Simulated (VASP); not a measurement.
A run of VASP 6.6.1:

The input INCAR:

```
  ALGO = Normal
  EDIFF = 1E-6
  EDIFFG = -0.01
  ENCUT = 600
  IBRION = 2
  ISIF = 3
  ISMEAR = 0
  LASPH = T
  LCHARG = F
  LMIXTAU = T
  LREAL = F
  LWAVE = F
  METAGGA = R2SCAN
  NELM = 80
  NSW = 90
  PREC = Accurate
  SIGMA = 0.03
```

Contents of KPOINTS:

```
k-points
0
Gamma
  8 8 8
```

File POSCAR:

```
ZnSe
1.0
    0.0000000000      2.8338000000      2.8338000000
    2.8338000000      0.0000000000      2.8338000000
    2.8338000000      2.8338000000      0.0000000000
Zn Se
1 1
Direct
    0.0000000000      0.0000000000      0.0000000000
    0.2500000000      0.2500000000      0.2500000000
```

Potentials or basis: VASP PAW PBE potentials, release 64 (Zn, Se).

The run is started by

```console
$ cat potpaw_PBE.64/Zn/POTCAR potpaw_PBE.64/Se/POTCAR > POTCAR
$ mpirun -np 1 vasp_std > vasp.out
```

Hardware: 1 thread of AMD EPYC 9R45 (Zen 5) (shared host).

Question: How long does it take, and how much memory?

Answer: It took 64 s on 1 thread of AMD EPYC 9R45 (Zen 5) (shared host), peak memory 0.16 GiB. Counts: scf iterations 17, k points 29, ion steps 1.
